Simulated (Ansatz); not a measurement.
**Random displacements in SnO**

The calculation used Ansatz 0.2.0, DFT PBE+D3(BJ), scalar-relativistic, plane waves, PAW. Settings: plane waves to 420 eV, k-mesh 12×12×10 (Γ-centred), Gaussian smearing 0.15 eV. No spin polarisation. Energies are free energies at this smearing, counted from the undisturbed cell; pressure is positive in compression.

Zero of the scan (as given, not relaxed at this level):

```yaml
crystal:
  lattice:
    - [3.80200, 0.00000, 0.00000]
    - [0.00000, 3.80200, 0.00000]
    - [0.00000, 0.00000, 4.83600]
  atoms:
    - { symbol: Sn, position: [0.00000, 0.50000, 0.23850] }
    - { symbol: Sn, position: [0.50000, 0.00000, 0.76150] }
    - { symbol: O, position: [0.00000, 0.00000, 0.00000] }
    - { symbol: O, position: [0.50000, 0.50000, 0.00000] }
```

The atoms are displaced (Å, in the unstrained cell):

```csv
atom,ux,uy,uz
Sn1,-0.170,0.077,-0.268
Sn2,-0.003,-0.170,0.072
O3,-0.167,0.020,0.050
O4,0.339,0.074,0.146
```

Strain (Voigt, engineering shear): (-0.0653, 0.0573, -0.0159, 0.0669, -0.0111, 0.0149).

What are the energy change, the stress and the forces?

ΔE = 2050.1 meV/atom; stress (xx, yy, zz, yz, xz, xy; compression positive) (116.90, 21.89, 45.34, -6.05, 59.34, 3.12) GPa; gap on the mesh 0.45 eV.
| atom | Fx (eV/Å) | Fy | Fz |
| --- | --- | --- | --- |
| Sn1 | 31.52 | -1.01 | 22.11 |
| Sn2 | -1.84 | 1.35 | -4.23 |
| O3 | 3.01 | 1.29 | 0.64 |
| O4 | -32.69 | -1.63 | -18.53 |

Cost: 1 run of about 0.82 core-minutes, on AMD EPYC 9R45 (Zen 5) (shared hosts).